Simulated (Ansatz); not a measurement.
## CdO (Monteponite) under changes of volume

One of the cells (12.970 Å³/atom); the others are scaled copies at fixed shape and fractional positions:

```
CELL_PARAMETERS angstrom
0.00000 2.34950 2.34950
2.34950 0.00000 2.34950
2.34950 2.34950 0.00000
ATOMIC_POSITIONS crystal
Cd 0.00000 0.00000 0.00000
O 0.50000 0.50000 0.50000
```

* Program: Ansatz 0.2.0
* Functional: PBE
* Potentials or basis: Ansatz PAW
* Cutoff: 420 eV (not typed: the program's choice for these potentials)
* k mesh: 10 × 10 × 10
* Occupations: fermi-dirac, width 0.05 eV
* Spin: spin-orbit coupling, no magnetisation

| volume (Å³/atom) | energy over the lowest point (meV/atom) | pressure (GPa) |
| --- | --- | --- |
| 12.191 | 64.80 | 17.0 |
| 12.451 | 40.62 | 12.9 |
| 12.710 | ? | ? |
| 12.970 | 10.27 | 6.0 |
| 13.229 | 2.94 | 3.1 |
| 13.488 | 0.00 | 0.5 |
| 13.748 | 1.13 | -1.8 |

Task: What does the run at 12.710 Å³/atom give?

Result: Energy over the lowest point 22.66 meV/atom; pressure 9.3 GPa.

Worked out: A Birch-Murnaghan fit of order 3 (a polynomial in V^(-2/3)) to the other rows has its minimum at 13.54 Å³/atom with B0 = V·E''(V) = 127 GPa and B' = 4.6. It gives 22.70 meV/atom at 12.710 Å³/atom, against the run's 22.66, and -dE/dV = 9.3 GPa, against 9.3.

Energies are extrapolated to zero smearing.
